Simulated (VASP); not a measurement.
Write the native input for VASP 6.6.1 that does the following.

- Task: single point
- Functional: PBE
- Potentials or basis: VASP PAW PBE potentials, release 64 (Zn)
- Cutoff: 520 eV
- k mesh: 22 × 22 × 22
- Occupations: gaussian, width 0.15 eV
- Spin: no spin polarisation
- Dipole correction: no
- Further INCAR settings: ALGO = Fast; EDIFF = 1e-06; NBANDS = 12

The structure of Zn lies in POSCAR:

```
Zn
1.0
   -1.6161081100      1.6161081100      1.5690370000
    1.6161081100     -1.6161081100      1.5690370000
    1.6161081100      1.6161081100     -1.5690370000
Zn
1
Direct
    0.0000000000      0.0000000000      0.0000000000
```

This isn't the form of Zn at room conditions, which is hcp.

The cell isn't the ideal one: strain +0.030 along x and y, +0.000 along z, atoms carried along.

These files were run (other wordings do the same):

INCAR

```
SYSTEM = Zn
PREC = Accurate ; ENCUT = 520
EDIFF = 1E-6 ; ISMEAR = 0
SIGMA = 0.15 ; LREAL = .False.
LASPH = .True. ; NELM = 100
ALGO = Fast ; ISIF = 2
LWAVE = .False. ; LCHARG = .False.
GGA = PE ; NBANDS = 12
```

KPOINTS

```
regular mesh
0
Gamma
  22 22 22
  0 0 0
```

Potentials or basis: VASP PAW PBE potentials, release 64 (Zn).

Run with:

```console
$ cat potpaw_PBE.64/Zn/POTCAR > POTCAR
$ mpirun -np 1 vasp_std > vasp.out
```

Results of the run:

```
Pressure               : -3.2 GPa
Band gap on the k mesh : none (metal or under the smearing width)
```

Run time: 44 s on 1 thread of Intel(R) Xeon(R) 6975P-C (Granite Rapids), on a shared host, peak memory 0.26 GiB.
